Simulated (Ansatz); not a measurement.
SiGe in Ansatz: the effect of functional

The system is SiGe.

```
Ge Si
1.0
     3.87825    0.00000    0.00000
    -1.93912    3.35866    0.00000
     0.00000    0.00000    6.40749
Ge Si
2 2
Direct
  0.33333 0.66667 0.00039
  0.66667 0.33333 0.50039
  0.33333 0.66667 0.37461
  0.66667 0.33333 0.87461
```

The cell comes from a database or a generator and needn't be the stable form of this composition.

The cell isn't the ideal one: volume scaled by 0.98.

Alike in all runs:

```yaml
Program: Ansatz 0.2.0
Task: single point
Potentials_or_basis: Ansatz PAW
k_mesh: 8 × 8 × 4
Occupations: fermi-dirac, width 0.05 eV
Spin: no spin polarisation
```

Problem. One run gave: gap on the mesh 0.32 eV; pressure 1.4 GPa; largest force 0.02 eV/Å. Which functional did it use?
A. LDA
B. r2SCAN
C. PBEsol

Solution. C.

| functional | cutoff | gap on the mesh (eV) | pressure (GPa) | largest force (eV/Å) |
| --- | --- | --- | --- | --- |
| LDA | 420 eV (not typed: the program's choice for these potentials) | 0.33 | -0.5 | 0.01 |
| PBEsol | 420 eV (not typed: the program's choice for these potentials) | 0.32 | 1.4 | 0.02 |
| r2SCAN | 500 eV (not typed: the program's choice for these potentials) | 0.63 | 1.8 | 0.02 |

Caveats: the PAW data sets come from PBE, with cores solved anew for the run's functional, which leaves a small shift of forces and pressure.

A k mesh can miss the band edges.
